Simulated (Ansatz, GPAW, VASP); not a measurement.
Sr: programs and potentials compared

```
Sr
1.0
     0.00000    3.04235    3.04235
     3.04235    0.00000    3.04235
     3.04235    3.04235    0.00000
Sr
1
Direct
  0.00000 0.00000 0.00000
```

Alike in all runs: task single point; functional LDA; k mesh 8 × 8 × 8; occupations gaussian, width 0.02 eV; no spin polarisation; no spin-orbit coupling. LDA stands for any of its common fits. Pressure is positive in compression and, in plane waves, holds the error of the finite cutoff.

| program and potentials | plane-wave cutoff (eV) | notes | band gap (eV) | pressure (GPa) |
| --- | --- | --- | --- | --- |
| GPAW, the program's PAW data sets (release 1.2.1) made for this functional | 600 | - | no gap | -1.61 |
| Ansatz, all-electron LAPW, scalar-relativistic | - | - | no gap | -1.64 |
| VASP, LDA PAW files Sr_sv, release 54, 520 eV | 520 | - | no gap | -1.64 |

None finds a gap. The pressure spans -1.64 (VASP, LDA PAW files Sr_sv, release 54, 520 eV) to -1.61 GPa (GPAW, the program's PAW data sets (release 1.2.1) made for this functional), with all-electron results at -1.64.

Differences between rows come from potentials, basis sets and numerical settings, since the functional is the same but for its coding. Runs on potential files found faulty are left out.
